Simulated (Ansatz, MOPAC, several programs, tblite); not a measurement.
Energy against volume for wurtzite LiCl, at fixed shape and fractional coordinates, computed by several methods (PBE and r2SCAN, where shown, with plane waves in Ansatz); the cell shown is that of r2SCAN. With free coordinates or axes held, a curve is too stiff, and on another method's shape its minimum isn't the method's own volume. Space group P6_3mc (No. 186), hexagonal; conventional cell a = 3.894 Å, c = 6.224 Å, 20.44 Å³ an atom. Around Li lie 4 Cl at 2.37 Å; around Cl lie 4 Li at 2.37 Å. These are computed values for a spin-unpolarised cell that may be hypothetical; none is a measurement. Energies count from each curve's lowest point; fits are third-order Birch-Murnaghan.

```cif
data_structure
_symmetry_space_group_name_H-M 'P6_3mc'
_symmetry_Int_Tables_number 186
_cell_length_a 3.8942
_cell_length_b 3.8942
_cell_length_c 6.2245
_cell_angle_alpha 90.000
_cell_angle_beta 90.000
_cell_angle_gamma 120.000
_cell_volume 81.75
loop_
_atom_site_label
_atom_site_type_symbol
_atom_site_symmetry_multiplicity
_atom_site_Wyckoff_symbol
_atom_site_fract_x
_atom_site_fract_y
_atom_site_fract_z
_atom_site_occupancy
Li1 Li 2 b 0.33333 0.66667 0.99687 1
Cl1 Cl 2 b 0.33333 0.66667 0.37813 1
```

PBE, on the shape of its own relaxed cell:
```tsv
V (Å³/atom)	E (meV/atom)
19.724	6.45
20.354	1.55
20.983	0.00
21.613	1.32
22.242	5.10
```
V₀ = 20.99 Å³ an atom and B₀ = 24 GPa.

Task: GFN1-xTB (tblite), on the shape of the cell shown, as a cluster of 72 atoms at the zone centre, gives

| V (Å³/atom) | E (meV/atom) |
| --- | --- |
| 17.984 | 0.00 |
| 19.210 | 4.66 |
| 20.436 | 22.21 |
| 21.663 | 48.59 |
| 22.889 | 81.08 |

What equilibrium volume and bulk modulus follow?

Result: V₀ = 18.23 Å³ an atom and B₀ = 33 GPa. The lowest point lies at an end of the range, so the fit is barely bracketed.

Task: light PBE (260 eV and a coarse mesh), on the shape of the cell shown, gives
```csv
V (Å³/atom),E (meV/atom)
18.802,22.35
19.619,8.22
20.436,1.19
21.254,0.00
22.071,3.78
22.889,11.03
```
What equilibrium volume and bulk modulus follow?

Result: V₀ = 21.02 Å³ an atom and B₀ = 25 GPa.

PM7 (MOPAC), on the shape of the cell shown, as a cluster of 72 atoms at the zone centre:
```
V (Å³/atom)  E (meV/atom)
     17.984          6.18
     19.210          0.00
     20.436         12.10
     21.663         23.67
     22.889         31.25
```
The points scatter about the fit by more than 0.3 meV an atom, so no fit is quoted.

r2SCAN, on the shape of its own relaxed cell:
```csv
V (Å³/atom),E (meV/atom)
19.210,6.85
19.823,1.65
20.436,0.00
21.050,1.38
21.663,5.34
```
V₀ = 20.45 Å³ an atom and B₀ = 26 GPa.
